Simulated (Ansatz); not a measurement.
Relax this structure to zero stress and force, keeping its symmetry:

```yaml
crystal:
  lattice:
    - [3.30900, 0.00000, 0.00000]
    - [-1.65450, 2.86568, 0.00000]
    - [0.00000, 0.00000, 5.27330]
  atoms:
    - { symbol: Sc, position: [0.33333, 0.66667, 0.25000] }
    - { symbol: Sc, position: [0.66667, 0.33333, 0.75000] }
```

The calculation used DFT PBE, scalar-relativistic, plane waves, PAW in Ansatz 0.2.0.

Cutoff 420 eV; k points 15×15×8 on the computed 2-atom cell (Γ-centred); Gaussian smearing, width 0.10 eV; no spin polarisation.

Q: What does it relax to?

A: The volume falls by 0.37 Å³/atom to 24.63 Å³/atom, and the energy falls by 3.1 meV/atom. Final structure:
```yaml
crystal:
  lattice:
    - [3.31948, 0.00000, 0.00000]
    - [-1.65974, 2.87475, 0.00000]
    - [0.00000, 0.00000, 5.16265]
  atoms:
    - { symbol: Sc, position: [0.33333, 0.66667, 0.25000] }
    - { symbol: Sc, position: [0.66667, 0.33333, 0.75000] }
```